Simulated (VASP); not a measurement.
Here is a VASP 6.6.1 calculation.

File INCAR:

```
PREC     = Accurate       # precision mode
ENCUT    = 520            # plane-wave cutoff, eV
EDIFF    = 1E-6           # SCF threshold, eV
ISMEAR   = 0              # smearing method
SIGMA    = 0.02           # smearing width, eV
LREAL    = False          # projectors in reciprocal space
LASPH    = True           # aspherical terms in the spheres
NELM     = 100            # most SCF steps
ALGO     = Normal         # electronic algorithm
ISIF     = 2              # what is computed and relaxed
LWAVE    = False          # write WAVECAR
LCHARG   = False          # write CHGCAR
LDIPOL   = True         
IDIPOL   = 3            
DIPOL    = 0.5 0.5 0.500
GGA      = PE             # functional
IVDW     = 12             # dispersion correction
NBANDS   = 28             # bands
```

The input KPOINTS:

```
Automatic mesh
0
Gamma
  6 6 1
```

POSCAR

```
SnO
1.0
    3.9220000000      0.0000000000      0.0000000000
    0.0000000000      3.9220000000      0.0000000000
    0.0000000000      0.0000000000     30.6334027786
Sn O
2 2
Direct
    0.5000000000      0.0000000000      0.4600762603
    0.0000000000      0.5000000000      0.5399237397
    0.0000000000      0.0000000000      0.5000000000
    0.5000000000      0.5000000000      0.5000000000
```

Potentials or basis: VASP PAW PBE potentials, release 64 (Sn_d, O).

Run with:

```sh
$ cat potpaw_PBE.64/Sn_d/POTCAR potpaw_PBE.64/O/POTCAR > POTCAR
$ mpirun -np 1 vasp_std > vasp.out
```

(1) Predict the dispersion energy per atom.

(2) What does it give for the largest force?

(3) What does it give for the band gap on the k mesh?

Answers

(1) -0.129 eV.

(2) 1.103 eV/Å.

(3) 2.90 eV, indirect (least direct gap 2.91 eV).

Caveat: spin-orbit coupling is left out, which moves the levels of the heavy elements.
